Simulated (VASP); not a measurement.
# Rb (I4/mmm) in VASP: further runs

The runs below take Rb through single point, with PBEsol.

Program: VASP 6.6.1. These are calculated values, not measurements. Logs are shortened: lines on timing, memory, paths and dates and some standing lists are left out, and cuts for length are marked.

## 1. Starting point

The structure is tetragonal, space group I4/mmm (No. 139). Conventional cell: a = 5.909 Å, b = 5.909 Å, c = 5.462 Å, α = 90.00°, β = 90.00°, γ = 90.00°.

This isn't the form of Rb at room conditions, which is bcc.

## 2. Single point, PBEsol

Contents of INCAR:

```
PREC = Accurate
ENCUT = 520
EDIFF = 1E-7
ISMEAR = 0
SIGMA = 0.15
LREAL = False
LASPH = True
NELM = 100
ALGO = Fast
ISIF = 2
LWAVE = False
LCHARG = False
GGA = PS
NBANDS = 10
```

Contents of KPOINTS:

```
Automatic mesh
0
Gamma
  12 12 12
```

Contents of POSCAR:

```
Rb
1.0
   -2.9545118615      2.9545118615      2.7308451955
    2.9545118615     -2.9545118615      2.7308451955
    2.9545118615      2.9545118615     -2.7308451955
Rb
1
Direct
    0.0000000000      0.0000000000      0.0000000000
```

Potentials or basis: VASP PAW PBE potentials, release 64 (Rb_sv).

Launch:

```
$ cat potpaw_PBE.64/Rb_sv/POTCAR > POTCAR
$ mpirun -np 1 vasp_std > vasp.out
```

OUTCAR:

```text
PREC = Accurate
   ENCUT = 520
   EDIFF = 1E-7
   ISMEAR = 0
   LREAL = False
   LASPH = True
   NELM = 100
   ISIF = 2
   GGA = PS

 ion  position               nearest neighbor table
   1  0.000  0.000  0.000-

  LATTYP: Found a body centered tetragonal cell.
 ALAT       =     5.9090237230
 C/A-ratio  =     0.9242965754

  Lattice vectors:

 A1 = (  -2.9545118615,   2.9545118615,   2.7308451955)
 A2 = (   2.9545118615,  -2.9545118615,   2.7308451955)
 A3 = (   2.9545118615,   2.9545118615,  -2.7308451955)

Analysis of symmetry for initial positions (statically):
=====================================================================
 Subroutine PRICEL returns:
 Original cell was already a primitive cell.

 Routine SETGRP: Setting up the symmetry group for a
 body centered tetragonal supercell.

 Subroutine GETGRP returns: Found 16 space group operations
 (whereof 16 operations were pure point group operations)
 out of a pool of 16 trial point group operations.

The static configuration has the point symmetry D_4h.

Analysis of symmetry for dynamics (positions and initial velocities):
=====================================================================
 Subroutine PRICEL returns:
 Original cell was already a primitive cell.

 Routine SETGRP: Setting up the symmetry group for a
 body centered tetragonal supercell.

 Subroutine GETGRP returns: Found 16 space group operations
 (whereof 16 operations were pure point group operations)
 out of a pool of 16 trial point group operations.

The dynamic configuration has the point symmetry D_4h.

 Subroutine INISYM returns: Found 16 space group operations
 (whereof 16 operations are pure point group operations),
 and found     1 'primitive' translations

----------------------------------------------------------------------------------------

                                     Primitive cell

  volume of cell :      95.3517

  direct lattice vectors                    reciprocal lattice vectors
    -2.954511861  2.954511861  2.730845196     0.000000000  0.169232693  0.183093498
     2.954511861 -2.954511861  2.730845196     0.169232693  0.000000000  0.183093498
     2.954511861  2.954511861 -2.730845196     0.169232693  0.169232693  0.000000000

  length of vectors
     4.991572514  4.991572514  4.991572514     0.249324956  0.249324956  0.239331170

  position of ions in fractional coordinates (direct lattice)
     0.000000000  0.000000000  0.000000000

  ion indices of the primitive-cell ions
   primitive index   ion index
                 1           1

----------------------------------------------------------------------------------------

 KPOINTS: Automatic mesh

Automatic generation of k-mesh.
 Grid dimensions read from file:
 generate k-points for:   12   12   12

 Generating k-lattice:

  Cartesian coordinates                     Fractional coordinates (reciprocal lattice)
     0.000000000  0.014102724  0.015257792     0.083333333 -0.000000000  0.000000000
     0.014102724  0.000000000  0.015257792    -0.000000000  0.083333333  0.000000000
     0.014102724  0.014102724  0.000000000     0.000000000  0.000000000  0.083333333

  Length of vectors
     0.020777080  0.020777080  0.019944264

  Shift w.r.t. Gamma in fractional coordinates (k-lattice)
     0.000000000  0.000000000  0.000000000

 Subroutine IBZKPT returns following result:
 ===========================================

 Found    163 irreducible k-points:

 Following reciprocal coordinates:
            Coordinates               Weight
  0.000000  0.000000  0.000000      1.000000
  0.083333 -0.000000  0.000000      8.000000
  0.166667 -0.000000  0.000000      8.000000
  0.250000 -0.000000  0.000000      8.000000
  0.333333 -0.000000  0.000000      8.000000
  0.416667 -0.000000  0.000000      8.000000
[... 16 lines left out ...]
  0.500000  0.166667  0.000000     16.000000
 -0.416667  0.166667 -0.000000     16.000000
 [... further k-points ...]
   k-points           NKPTS =    163   k-points in BZ     NKDIM =    163   number of bands    NBANDS=     10
   number of dos      NEDOS =    301   number of ions     NIONS =      1
   total plane-waves  NPLWV =  64000
   dimension x,y,z NGX =    40 NGY =   40 NGZ =   40
   dimension x,y,z NGXF=    80 NGYF=   80 NGZF=   80
   ions per type =               1
   NGX,Y,Z   is equivalent  to a cutoff of  13.32, 13.32, 13.32 a.u.
   NGXF,Y,Z  is equivalent  to a cutoff of  26.64, 26.64, 26.64 a.u.
 SYSTEM =  unknown system
   PREC   = accura    normal or accurate (medium, high low for compatibility)
   ISTART =      0    job   : 0-new  1-cont  2-samecut
   ICHARG =      2    charge: 1-file 2-atom 10-const
   ISPIN  =      1    spin polarized calculation?
   LNONCOLLINEAR =      F non collinear calculations
   LSORBIT =      F    spin-orbit coupling
   LASPH  =      T    aspherical Exc in radial PAW
   ENCUT  =  520.0 eV  38.22 Ry    6.18 a.u.   9.28  9.28  9.28*2*pi/ulx,y,z
   NELM   =    100;   NELMIN=  2; NELMDL= -5     # of ELM steps
   EDIFF  = 0.1E-06   stopping-criterion for ELM
   LREAL  =      F    real-space projection
   EDIFFG = 0.1E-05   stopping-criterion for IOM
   NSW    =      0    number of steps for IOM
   IBRION =     -1    ionic relax: 0-MD 1-quasi-New 2-CG
   NFREE  =      0    steps in history (QN), initial steepest desc. (CG)
   ISIF   =      2    stress and relaxation
   ISYM   =      2    0-nonsym 1-usesym 2-fastsym
   POTIM  = 0.5000    time-step for ionic-motion
   TEBEG  =    0.0;   TEEND  =   0.0 temperature during run
   PSTRESS=    0.0 pullay stress
   NELECT =       9.0000    total number of electrons
   NUPDOWN=      -1.0000    fix difference up-down
   EMIN   =  10.00;   EMAX   =-10.00  energy-range for DOS
   EFERMI =   0.00;   METHOD = LEGACY
   ISMEAR =     0;   SIGMA  =   0.15  broadening in eV -4-tet -1-fermi 0-gaus
   EFERMI_NEDOS =   21; number of points for ismear=-14 and -15
   IALGO  =     68    algorithm
   IMIX   =      4    mixing-type and parameters
     AMIX     =   0.40;   BMIX     =  1.00
     AMIX_MAG =   1.60;   BMIX_MAG =  1.00
  volume/ion in A,a.u.               =      95.35       643.47
  Fermi-wavevector in a.u.,A,eV,Ry     =   0.745383  1.408570  7.559340  0.555596
  Thomas-Fermi vector in A             =   1.840957
   LORBIT       =      0    0 simple, 1 ext, 2 COOP (PROOUT), +10 PAW based schemes
   GGA     = PS    functional components
   LHFCALC =     F    Hartree Fock is set to
   AEXX    =    0.0000 exact exchange contribution
   IVDW    =     0    specifies the selected vdW correction
   LEPSILON=     F    determine dielectric tensor
   LRPA    =     F    only Hartree local field effects (RPA)
 non-spin polarized calculation
 RMM-DIIS sequential band-by-band and
 Gauss-broadening in eV      SIGMA  =   0.15
  energy-cutoff  :      520.00
  volume of cell :       95.35
 maximum number of plane-waves:      2602
 NGX is ok and might be reduce to    40
   NGX = 19   NGY = 19   NGZ = 19

 number of electron       9.0000000 magnetization

 Free energy of the ion-electron system (eV)
  ---------------------------------------------------
  ext. energy  EPLUGINS =         0.00000000
  ---------------------------------------------------
  free energy    TOTEN  =        -1.02163102 eV

  energy without entropy =       -1.01088065  energy(sigma->0) =       -1.01625583

 E-fermi :  -0.1562     XC(G=0):  -5.4060

 val. band max:       -0.1603678361   @ k =  -0.4167   0.4167   0.1667
 cond. band min:      -0.1552788646   @ k =   0.3333   0.0833   0.0833
 fundamental gap:      0.0050889716
 Fermi energy:        -0.1562068372

 k-point     1 :       0.0000    0.0000    0.0000
  band No.  band energies     occupation
      1     -29.0373      2.00000
      2     -13.0884      2.00000
      3     -13.0884      2.00000
      4     -13.0879      2.00000
      5      -2.0642      2.00000
      6       3.2347      0.00000
      7       3.6397      0.00000
      8       3.6397      0.00000
      9       4.1208      0.00000
     10       4.6716      0.00000

 k-point     2 :       0.0833   -0.0000    0.0000
  band No.  band energies     occupation
      1     -29.0371      2.00000
      2     -13.0937      2.00000
      3     -13.0903      2.00000
      4     -13.0884      2.00000
      5      -1.9830      2.00000
      6       3.2014      0.00000
      7       3.4927      0.00000
      8       3.6137      0.00000
      9       4.0849      0.00000
     10       4.5099      0.00000

 k-point     3 :       0.1667   -0.0000    0.0000
  band No.  band energies     occupation
      1     -29.0365      2.00000
      2     -13.1089      2.00000
      3     -13.0956      2.00000
      4     -13.0889      2.00000
      5      -1.7443      2.00000
      6       2.9959      0.00000
      7       3.0049      0.00000
      8       3.7315      0.00000
      9       4.1282      0.00000
     10       4.3630      0.00000

 k-point     4 :       0.2500   -0.0000    0.0000
  band No.  band energies     occupation
      1     -29.0356      2.00000
      2     -13.1295      2.00000
      3     -13.1028      2.00000
      4     -13.0896      2.00000
      5      -1.3624      2.00000
      6       2.3639      0.00000
      7       2.7319      0.00000
      8       4.0399      0.00000
      9       4.2334      0.00000
     10       4.3448      0.00000
[... 222 lines left out ...]
 k-point    22 :       0.4167    0.1667    0.0000
  band No.  band energies     occupation
      1     -29.0337      2.00000
      2     -13.1627      2.00000
      3     -13.1234      2.00000
      4     -13.0970      2.00000
      5       0.3827      0.00000
      6       0.7415      0.00000
      7       1.9523      0.00000
      8       3.6720      0.00000
      9       4.6222      0.00000
     10       5.0075      0.00000

 k-point    23 :       0.5000    0.1667    0.0000
  band No.  band energies     occupation
      1     -29.0340      2.00000
      2     -13.1587      2.00000
      3     -13.1208      2.00000
      4     -13.0959      2.00000
      5      -0.1345      0.83819
      6       1.2471      0.00000
      7       1.9999      0.00000
      8       3.7923      0.00000
      9       4.4791      0.00000
     10       4.9475      0.00000

 k-point    24 :      -0.4167    0.1667   -0.0000
  band No.  band energies     occupation
      1     -29.0345      2.00000
      2     -13.1492      2.00000
      3     -13.1132      2.00000
      4     -13.0943      2.00000
      5      -0.7030      2.00000
      6       1.7635      0.00000
      7       2.1998      0.00000
      8       4.0608      0.00000
      9       4.1916      0.00000
     10       4.8589      0.00000

 [... further k-points ...]

------------------------ aborting loop because EDIFF is reached ----------------------------------------

  FORCE on cell =-STRESS in cart. coord.  units (eV):
  Direction    XX          YY          ZZ          XY          YZ          ZX
  --------------------------------------------------------------------------------------
  -------------------------------------------------------------------------------------
  Total       -0.1486266     -0.1486266     -0.1274875      0.0000000      0.0000000      0.0000000
  in kB       -2.4973452     -2.4973452     -2.1421496      0.0000000      0.0000000      0.0000000
  external PRESSURE =      -2.3789466 kB  Pullay stress =       0.0000000 kB

 VOLUME and BASIS-vectors are now :
 -----------------------------------------------------------------------------
  energy-cutoff  :      520.00
  volume of cell :       95.35
      direct lattice vectors                 reciprocal lattice vectors
    -2.954511861  2.954511861  2.730845196     0.000000000  0.169232693  0.183093498
     2.954511861 -2.954511861  2.730845196     0.169232693  0.000000000  0.183093498
     2.954511861  2.954511861 -2.730845196     0.169232693  0.169232693  0.000000000

 POSITION                                       TOTAL-FORCE (eV/Angst)
 -----------------------------------------------------------------------------------
      0.00000      0.00000      0.00000        -0.000000     -0.000000      0.000000
 -----------------------------------------------------------------------------------
    total drift:                               -0.000000      0.000000     -0.000000

  FREE ENERGIE OF THE ION-ELECTRON SYSTEM (eV)
  ---------------------------------------------------
  free  energy   TOTEN  =        -1.0216310184 eV

  energy  without entropy=       -1.0108806475  energy(sigma->0) =       -1.01625583
```

It took 1.9 min on 1 thread of Intel Xeon 6975P-C (Granite Rapids), shared host; peak memory 0.33 GiB.

Results:

```
Free energy            : -1.0216 eV
Pressure               : -0.2 GPa
Band gap on the k mesh : none (metal or under the smearing width)
```

Levels at points of the mesh, in eV from the Fermi level:
```csv
k point,band 1,band 2,band 3,band 4,band 5,band 6,band 7,band 8,band 9,band 10
"(0.00, 0.00, 0.00)",-28.88,-12.93,-12.93,-12.93,-1.91,3.39,3.80,3.80,4.28,4.83
"(0.50, 0.00, 0.00)",-28.88,-13.01,-12.96,-12.93,0.31,0.82,2.46,4.21,4.93,5.34
"(0.50, 0.50, 0.00)",-28.88,-13.01,-12.96,-12.93,0.15,0.64,2.87,4.00,4.96,5.31
"(0.50, 0.50, 0.50)",-28.88,-12.99,-12.99,-12.98,1.20,1.38,2.88,2.88,3.65,4.57
```

Caveat: the PAW data sets were made with another functional, which shifts forces and pressure a little.

(Continued in part 2 of 2.)
